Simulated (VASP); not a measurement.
Write the native input for VASP 6.6.1 that does the following.

- Task: single point
- Functional: PBE0(alpha)
- Potentials or basis: VASP PAW PBE potentials, release 64 (Co, O)
- Cutoff: 520 eV
- k mesh: 6 × 6 × 6
- Occupations: fermi-dirac, width 0.05 eV
- Spin: collinear spin, ferromagnetic start
- Starting moments: [2.0, 0.0] μB
- Share of exact exchange: 0.2
- Grid for exact exchange (PRECFOCK): Fast
- Exchange at q = 0: truncated
- Further INCAR settings: ALGO = Normal; EDIFF = 1e-06

CoO:

```
CELL_PARAMETERS angstrom
-1.50800 1.50800 2.10725
1.50800 -1.50800 2.10725
1.50800 1.50800 -2.10725
ATOMIC_POSITIONS crystal
Co 0.00000 0.00000 0.00000
O 0.50000 0.50000 0.00000
```

One way to write it, as run:

POSCAR

```
CoO
1.0
   -1.5080004400      1.5080004400      2.1072503600
    1.5080004400     -1.5080004400      2.1072503600
    1.5080004400      1.5080004400     -2.1072503600
Co O
1 1
Direct
    0.0000000000      0.0000000000      0.0000000000
    0.5000000000      0.5000000000      0.0000000000
```

INCAR.step1

```
SYSTEM = CoO
ALGO = Normal
EDIFF = 1E-5
ENCUT = 520
GGA = PE
ISIF = 2
ISMEAR = -1
ISPIN = 2
LASPH = .True.
LCHARG = .False.
LMAXMIX = 4
LORBIT = 11
LREAL = .False.
LWAVE = .True.
MAGMOM = 2 0
NELM = 150
PREC = Accurate
SIGMA = 0.05
```

INCAR.step2

```
SYSTEM = CoO
AEXX = 0.2
ALGO = Normal
EDIFF = 1E-6
ENCUT = 520
GGA = PE
HFRCUT = -1
ISIF = 2
ISMEAR = -1
ISPIN = 2
ISTART = 1
LASPH = .True.
LCHARG = .False.
LHFCALC = .True.
LMAXMIX = 4
LORBIT = 11
LREAL = .False.
LWAVE = .False.
MAGMOM = 2 0
NELM = 150
PREC = Accurate
PRECFOCK = Fast
SIGMA = 0.05
```

KPOINTS

```
k-points
0
Gamma
  6 6 6
  0 0 0
```

Potentials or basis: VASP PAW PBE potentials, release 64 (Co, O).

The run is started by

```sh
$ cat potpaw_PBE.64/Co/POTCAR potpaw_PBE.64/O/POTCAR > POTCAR
$ cp INCAR.step1 INCAR
$ mpirun -np 1 vasp_std > vasp.out
$ cp INCAR.step2 INCAR
$ mpirun -np 1 vasp_std > vasp.out
```

It gave:

The pressure is -4.5 GPa, the band gap on the k mesh is none (metal or under the smearing width) and the net moment is 3.00 μB per cell. The site moments are Co +2.71; O +0.26 μB and the valence electrons inside the program's atomic spheres are Co 7.75; O 5.04.

Caveat: the k mesh is coarse (spacing up to 0.49 Å⁻¹), so the values aren't converged, least of all with exact exchange; the PAW data sets were made with another functional, which shifts forces and pressure a little; a cell with one magnetic atom can't hold antiferromagnetic order, which such compounds often take.

Wall time 19 min on 1 thread of Intel(R) Xeon(R) 6975P-C (Granite Rapids) (shared host), peak memory 0.16 GiB.
